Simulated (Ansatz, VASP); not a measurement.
## Hf2H: VASP beside Ansatz

File INCAR:

```
ALGO = Normal ; EDIFF = 1E-7
ENCUT = 520 ; GGA = PE
ISIF = 2 ; ISMEAR = 0
LASPH = True ; LCHARG = False
LREAL = False ; LWAVE = False
NBANDS = 30 ; NELM = 80
PREC = Accurate ; SIGMA = 0.1
```

Contents of KPOINTS:

```
k-points
0
Gamma
  6 6 6
```

The input POSCAR:

```
Hf2H
1.0
   -2.9236125500      2.9236125500      2.3864879400
    2.9236125500     -2.9236125500      2.3864879400
    2.9236125500      2.9236125500     -2.3864879400
Hf H
4 2
Direct
    0.1590000100      0.6590000100      0.8180000200
    0.6590000100      0.8409999900      0.5000000000
    0.8409999900      0.3409999900      0.1819999800
    0.3409999900      0.1590000100      0.5000000000
    0.7500000000      0.7500000000      0.0000000000
    0.2500000000      0.2500000000      0.0000000000
```

Input for Ansatz:

```yaml
crystal:
  lattice:
    - [-2.92361255, 2.92361255, 2.38648794]
    - [2.92361255, -2.92361255, 2.38648794]
    - [2.92361255, 2.92361255, -2.38648794]
  atoms:
    - { symbol: Hf, position: [0.15900001, 0.65900001, 0.81800002] }
    - { symbol: Hf, position: [0.65900001, 0.84099999, 0.5] }
    - { symbol: Hf, position: [0.84099999, 0.34099999, 0.18199998] }
    - { symbol: Hf, position: [0.34099999, 0.15900001, 0.5] }
    - { symbol: H, position: [0.75, 0.75, 0.0] }
    - { symbol: H, position: [0.25, 0.25, 0.0] }
basis:
  ecutwfc: 420
kpoints:
  mp_grid: { grid: [6, 6, 6] }
hamiltonian:
  xc: pbe
scf:
  occupations: { method: gaussian, width: 0.1 }
  lower_state_search: "off"
output:
  forces: true
  stress: true
  eigenvalues: true
```

Change from the starting cell: species swapped into the MnSn2 type (I4/mcm, No. 140).

Alike in both runs: task single point; functional PBE; k mesh 6 × 6 × 6; occupations gaussian, width 0.1 eV; no spin polarisation.

|  | VASP | Ansatz |
| --- | --- | --- |
| version | VASP 6.6.1 | Ansatz 0.2.0 |
| potentials or method | VASP PAW PBE potentials, release 64 (Hf_pv, H) | scalar-relativistic, plane waves, PAW |
| plane-wave cutoff (eV) | 520 | 420 |
| valence electrons in the cell | 42 | 106 |

Ansatz gave:

- gap on the k mesh at the Fermi level (eV): none
- pressure (GPa): 22.9
- largest component of the traceless stress (GPa): 5.11
- rms of the force components (eV/Å): 0.208

Problem. Estimate VASP's values.

Solution. gap on the k mesh at the Fermi level (eV): none; pressure (GPa): 22.3; largest component of the traceless stress (GPa): 5.13; rms of the force components (eV/Å): 0.189.

Atom by atom the forces differ by 0.020 eV/Å (rms over components). A gap of «none» marks a metal or a gap that the smearing closes. With one functional, cell and mesh, what is left measures potentials, basis and numerics. The two sets of potentials don't hold the same shells in valence.

Caveats: so large a pressure means that the cell lies far from this level's equilibrium, or that cutoff or potentials fall short (VASP). The runs have no spin-orbit coupling, so splittings on Hf are missing.
